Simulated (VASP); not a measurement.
Here is a VASP 6.6.1 calculation.

Contents of INCAR:

```
PREC = Accurate
ENCUT = 520
EDIFF = 1E-6
ISMEAR = 0
SIGMA = 0.05
LREAL = F
LASPH = T
NELM = 80
ALGO = Normal
ISIF = 2
LWAVE = F
LCHARG = T
LDIPOL = T
IDIPOL = 3
DIPOL = 0.5 0.5 0.500
GGA = PE
LELF = T
LVHAR = T
LVACPOTAV = T
```

The input KPOINTS:

```
regular mesh
0
Gamma
  8 8 1
```

File POSCAR:

```
Zr
1.0
    3.1890515832      0.0000000000      0.0000000000
    0.0000000000      3.1890515832      0.0000000000
    0.0000000000      0.0000000000     24.0200000000
Zr
5
Direct
    0.5000000000      0.5000000000      0.3122398002
    0.0000000000      0.0000000000      0.4061199001
    0.5000000000      0.5000000000      0.5000000000
    0.0000000000      0.0000000000      0.5938800999
    0.5000000000      0.5000000000      0.6877601998
```

Potentials or basis: VASP PAW PBE potentials, release 64 (Zr_sv).

The run is started by

```console
$ cat potpaw_PBE.64/Zr_sv/POTCAR > POTCAR
$ mpirun -np 1 vasp_std > vasp.out
```

Question: Estimate the work function of the upper face.

Answer: 3.85 eV.

Question: What does it give for the work function of the lower face?

Answer: 3.85 eV.

Question: Estimate the band gap on the k mesh.

Answer: None (metal or under the smearing width).

Question: Estimate the largest force.

Answer: 0.775 eV/Å.

Forces in eV/Å, atoms in the order of the input:
```
Zr   0.000  0.000  0.595
Zr   0.000  0.000 -0.775
Zr   0.000  0.000  0.000
Zr   0.000  0.000  0.775
Zr   0.000  0.000 -0.595
```
